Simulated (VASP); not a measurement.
As:

```
As
1.0
    -1.64085    1.64085    5.81239
     1.64085   -1.64085    5.81239
     1.64085    1.64085   -5.81239
As
4
Direct
  0.79245 0.79245 0.00000
  0.54245 0.04245 0.50000
  0.95755 0.45755 0.50000
  0.20755 0.20755 0.00000
```

The cell was built by a generator and needn't be a form met in nature.

| Item | Value |
| --- | --- |
| Program | VASP 6.6.1 |
| Task | relaxation of cell and atoms |
| Functional | PBE |
| Potentials or basis | VASP PAW PBE potentials, release 64 (As) |
| Cutoff | 600 eV |
| k mesh | 8 × 8 × 8 |
| Occupations | gaussian, width 0.1 eV |
| Spin | no spin polarisation |

At the start: pressure 37.8 GPa; volume 15.65 Å³/atom.

**Question.** Where does the relaxation end?

**Answer.** Over 17 steps the energy falls by 493.2 meV/atom and the volume is 21.53 Å³/atom (+37.6 %); space group I4_1/amd (No. 141, to 0.05 Å).

The path:
| step | energy change (eV) | largest force (eV/Å) | pressure (GPa) | volume (Å³) |
| --- | --- | --- | --- | --- |
| 1 | 0.0000 | 0.1396 | 37.83 | 62.60 |
| 2 | -1.1865 | 0.1035 | -9.57 | 102.39 |
| 3 | -1.8760 | 0.0981 | -0.22 | 83.13 |
| 4 | -1.8758 | 0.0995 | 0.17 | 82.68 |
| 5 | -1.9041 | 0.1213 | 0.25 | 82.70 |
| 6 | -1.9388 | 0.2224 | 0.74 | 82.66 |
| 7 | -1.9336 | 0.1124 | 2.59 | 82.30 |
| 8 | -1.9427 | 0.1814 | 1.73 | 82.50 |
| 9 | -1.9620 | 0.1743 | 0.21 | 84.77 |
| 10 | -1.9644 | 0.1685 | -0.42 | 85.83 |
| 11 | -1.9694 | 0.0882 | -0.10 | 85.78 |
| 12 | -1.9708 | 0.0222 | 0.17 | 85.74 |
| 13 | -1.9708 | 0.0173 | 0.19 | 85.74 |
| 14 | -1.9718 | 0.0130 | -0.06 | 86.07 |
| 15 | -1.9721 | 0.0076 | -0.30 | 86.38 |
| 16 | -1.9727 | 0.0127 | -0.20 | 86.21 |
| 17 | -1.9728 | 0.0266 | -0.15 | 86.11 |

Final structure:
```
As
1.0
    -1.74317    1.74317    7.08457
     1.74317   -1.74317    7.08457
     1.74317    1.74317   -7.08457
As
4
Direct
  0.78711 0.78711 0.00000
  0.53711 0.03711 0.50000
  0.96289 0.46289 0.50000
  0.21289 0.21289 0.00000
```

Caveat: the volume moved by over 15 % at a fixed basis, so the end points are rough.
